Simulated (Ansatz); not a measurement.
**SnTe: levels at named points**

The task, for SnTe: read the levels at named points of the zone under several functionals.

Method: DFT PBE+D3(BJ), scalar-relativistic, plane waves, PAW, in Ansatz 0.2.0.

That is the level of the relaxation; later steps name their own.

## Step 1: The starting structure

It takes space group R3m (No. 160, trigonal). Conventional cell: a = 4.394 Å, b = 4.394 Å, c = 11.578 Å, α = 90.00°, β = 90.00°, γ = 120.00°. Sn (site symmetry 3m) has 3 Te at 2.95 Å as nearest neighbours. Te (site symmetry 3m) is surrounded by 3 Sn at 2.95 Å.

Structure file:

```
CELL_PARAMETERS angstrom
2.19724 1.26857 3.85949
-2.19724 1.26857 3.85949
0.00000 -2.53715 3.85949
ATOMIC_POSITIONS crystal
Sn 0.99222 0.99222 0.99222
Te 0.52878 0.52878 0.52878
```

(A quick probe on a coarse mesh, which set the mesh and smearing, is not shown.)

## Step 3: The relaxation

File input.yaml:

```yaml
crystal:
  lattice:
    - [2.19723559, 1.26857456, 3.8594948]
    - [-2.19723559, 1.26857456, 3.8594948]
    - [0.0, -2.53714912, 3.8594948]
  atoms:
    - { symbol: Sn, position: [0.99222319, 0.99222319, 0.99222319] }
    - { symbol: Te, position: [0.52877681, 0.52877681, 0.52877681] }
basis:
  ecutwfc: 420
kpoints:
  mp_grid: { grid: [12, 12, 12] }
hamiltonian:
  xc: pbe
  dispersion: d3bj
scf:
  occupations: { method: gaussian, width: 0.02 }
output:
  forces: true
  stress: true
  eigenvalues: true
relax:
  adjacent_minimum: "off"
  f_tol: 0.005
  max_steps: 80
  cell: { stress_tol: 0.05 }
```

Started as:

```console
ansatz run input.yaml --threads 2 --pin off --max-ram 5120MiB --backend cpu --events-out ev --progress --plain --runs-dir out
```

Further runs follow: band edges over the whole zone; the run at PBE+D3(BJ); levels with r2SCAN; the run at PBE+D3(BJ), spin-orbit coupling.

Q: Predict the outcome of this session. Wanted: relaxed cell; volume; gap, PBE+D3(BJ); gap, r2SCAN; gap, PBE+D3(BJ), spin-orbit coupling.

As calculated:

| quantity | value |
| --- | --- |
| relaxed cell (conventional) | a = 4.460 Å, b = 4.460 Å, c = 10.932 Å, α = 90.00°, β = 90.00°, γ = 120.00° |
| space group (0.01 Å) | R3m (No. 160) |
| volume | 31.39 Å³/atom |
| gap, PBE+D3(BJ) | 0.01 eV |
| gap, r2SCAN | 0.04 eV, direct |
| gap, PBE+D3(BJ), spin-orbit coupling | 0.21 eV, indirect |

What this shows: The relaxed volume is 2.7 % smaller than at the start. The gap runs from 0.01 eV (PBE+D3(BJ)) to 0.21 eV (PBE+D3(BJ), spin-orbit coupling). PBE+D3(BJ), spin-orbit coupling took about 5.5 times the CPU time of PBE+D3(BJ), on unlike meshes where the table says so. Only the runs so marked include spin-orbit coupling; the others lack it, which matters for elements this heavy.

The gaps are Kohn-Sham values of a semilocal functional, not quasiparticle or optical gaps. Such gaps usually fall short of the measured ones; spin-orbit coupling, left out here, narrows gaps with Te, so the two errors partly cancel.
